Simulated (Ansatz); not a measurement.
InN (wurtzite)

```
InN
1.0
    3.53693     0.00000     0.00000
   -1.76847     3.06307     0.00000
    0.00000     0.00000     5.71356
In N
2 2
Direct
  0.66667   0.33333   0.00203
  0.33333   0.66667   0.50203
  0.66667   0.33333   0.62317
  0.33333   0.66667   0.12317
```

Scan: atom 3 (N, nearest neighbour In at 2.156 Å; its periodic images, 3.5 Å or more away, move with it) is displaced along Cartesian [110], direction (0.707, 0.707, 0.000) in Cartesian axes, by s. The other atoms stay.

The numbers are results of PBEsol (plane waves to 420 eV, PAW, scalar-relativistic; Ansatz, a first-principles code), not measurements. k mesh 9×9×5 (Γ-centred), Fermi-Dirac smearing 0.05 eV. E stands for the smeared free energy. With partly filled bands, energies and forces of such displacements shift with the k mesh and the smearing. At this level the bands of InN touch or barely overlap; measurements give the solid a gap. InN was relaxed with its symmetry unable to fall. ΔE is measured from the undisplaced structure.

The scan covers s from -0.220 to 0.220 Å in 11 points.

### Question
Is the energy the same for displacements of ±0.220 Å, and if not, which side lies higher?

### Answer
Not even: the positive side lies higher at ±0.220 Å. With its periodic images moving along, the atom's site symmetry in this cell is 3m..

### Question
What force acts on the atom along the line at s = -0.220 Å?

### Answer
1.82 eV/Å.

### Question
What is the energy change at s = 0.220 Å?

### Answer
306 meV/cell.

### Question
What is the force constant k = d²E/ds² of this move at s = 0?

### Answer
10.3 eV/Å².

(A displaced cell: forces are minus the slopes of the energy, force constants its curvatures, and phonons follow from these.)
